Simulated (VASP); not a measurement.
Runs of VASP 6.6.1 on TePb. The structure is cubic, space group Fm-3m (No. 225). The conventional cell has a = 6.462 Å, b = 6.462 Å, c = 6.462 Å, α = 90.00°, β = 90.00°, γ = 90.00°. Pb (site symmetry m-3m) has 6 Te at 3.23 Å as nearest neighbours. Around Te (site symmetry m-3m) lie 6 Pb at 3.23 Å. 

```tsv
level	pressure (GPa)	relaxed volume (Å³/atom)
vdW-DF2	0.0	39.10
BEEF-vdW	0.0	36.52
optB86b-vdW	0.0	34.40
optB88-vdW	0.0	(b)
vdW-DF-cx	0.0	-
rev-vdW-DF2	0.0	34.57
vdW-DF	0.0	(a)
optPBE-vdW	0.0	35.94
```

Alike in all rows: task relaxation of cell and atoms; potentials or basis VASP PAW PBE potentials, release 64 (Pb_d, Te); no spin polarisation; cell relaxed; k mesh 7 × 7 × 7; cutoff (eV) 600; smearing fermi-dirac 0.05 eV.

Problem. Estimate the missing entries.

Solution. (a) 37.53; (b) 35.18.

Caveats: the PAW data sets were made with another functional, which shifts forces and pressure a little; the volume moved by over 15 % at a fixed basis, so the end points are rough (some runs); the volume moved by +16 % from the deposited cell, more than functionals usually miss (some runs); the relaxation stopped at its first step, so nothing moved (some runs); the volume moved by +11 % from the deposited cell, more than functionals usually miss (some runs).

Runs at the PBE level aren't shown here.
